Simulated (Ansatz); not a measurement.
**SiO₂ under strain — quadrupolar parameters**

The cell is a structure deposited in the COD, relaxed with PBE at fixed cell and then changed (x and y compressed by 4 %, ions relaxed).

```cif
data_structure
_symmetry_space_group_name_H-M 'P 1'
_symmetry_Int_Tables_number 1
_cell_length_a 7.1654
_cell_length_b 7.1654
_cell_length_c 8.6200
_cell_angle_alpha 90.000
_cell_angle_beta 90.000
_cell_angle_gamma 90.000
_cell_volume 442.58
loop_
_atom_site_label
_atom_site_type_symbol
_atom_site_fract_x
_atom_site_fract_y
_atom_site_fract_z
_atom_site_occupancy
Si1 Si 0.45545 0.45545 0.00000 1
Si2 Si 0.04455 0.95545 0.25000 1
Si3 Si 0.54455 0.54455 0.50000 1
Si4 Si 0.95545 0.04455 0.75000 1
Si5 Si 0.34995 0.13160 0.15752 1
Si6 Si 0.36840 0.84995 0.40752 1
Si7 Si 0.65005 0.86840 0.65752 1
Si8 Si 0.63160 0.15005 0.90752 1
Si9 Si 0.84995 0.36840 0.59248 1
Si10 Si 0.86840 0.65005 0.34248 1
Si11 Si 0.15005 0.63160 0.09248 1
Si12 Si 0.13160 0.34995 0.84248 1
O13 O 0.41770 0.34738 0.17026 1
O14 O 0.15262 0.91770 0.42026 1
O15 O 0.58230 0.65262 0.67026 1
O16 O 0.84738 0.08230 0.92026 1
O17 O 0.91770 0.15262 0.57974 1
O18 O 0.65262 0.58230 0.32974 1
O19 O 0.08230 0.84738 0.07974 1
O20 O 0.34738 0.41770 0.82974 1
O21 O 0.12472 0.15813 0.19804 1
O22 O 0.34187 0.62472 0.44804 1
O23 O 0.87528 0.84187 0.69804 1
O24 O 0.65813 0.37528 0.94804 1
O25 O 0.62472 0.34187 0.55196 1
O26 O 0.84187 0.87528 0.30196 1
O27 O 0.37528 0.65813 0.05196 1
O28 O 0.15813 0.12472 0.80196 1
O29 O 0.42511 0.94703 0.24433 1
O30 O 0.55297 0.92511 0.49433 1
O31 O 0.57489 0.05297 0.74433 1
O32 O 0.44703 0.07489 0.99433 1
O33 O 0.92511 0.55297 0.50567 1
O34 O 0.05297 0.57489 0.25567 1
O35 O 0.07489 0.44703 0.00567 1
O36 O 0.94703 0.42511 0.75567 1
```

Atoms are numbered from 1 in the order listed; like atoms form one site, named after its first atom.

Computed with Ansatz: DFT, PBE, plane waves and PAW, scalar-relativistic, 420 eV cutoff, Γ-centred 3×3×3 k-points, Fermi–Dirac smearing 0.02 eV.

C_Q = eQV_zz/h, which is 24.18 MHz for Q = 1 b and V_zz = 10²¹ V/m²; η = (V_xx − V_yy)/V_zz.

O-17: I = 5/2, Q = -25.58 mb. Q values from Pyykkö, Mol. Phys. 116, 1328 (2018).

(1) Give the quadrupolar parameters of the distinct sites.

Answers

(1) 

```
site    atoms (order as listed)                      first shell  V_zz (10²¹ V/m²)     η  C_Q (MHz)
 Si1                 1, 2, 3, 4               4 O at 1.62–1.68 Å              6.37  0.88          –
 Si5       5, 6, 7, 8, 9, 10, …               4 O at 1.61–1.66 Å              5.95  0.23          –
 O13  13, 14, 15, 16, 17, 18, …  2 Si at 1.62–1.68 Å, angle 115°              8.09  0.87      -5.00
 O21  21, 22, 23, 24, 25, 26, …  2 Si at 1.62–1.66 Å, angle 107°              8.37  0.64      -5.18
 O29  29, 30, 31, 32, 33, 34, …  2 Si at 1.61–1.62 Å, angle 132°              8.87  0.08      -5.48
```

Si has no stable isotope with a ground-state quadrupole moment in the table, so no C_Q is given.

At this changed cell the PBE pressure is 12 GPa.
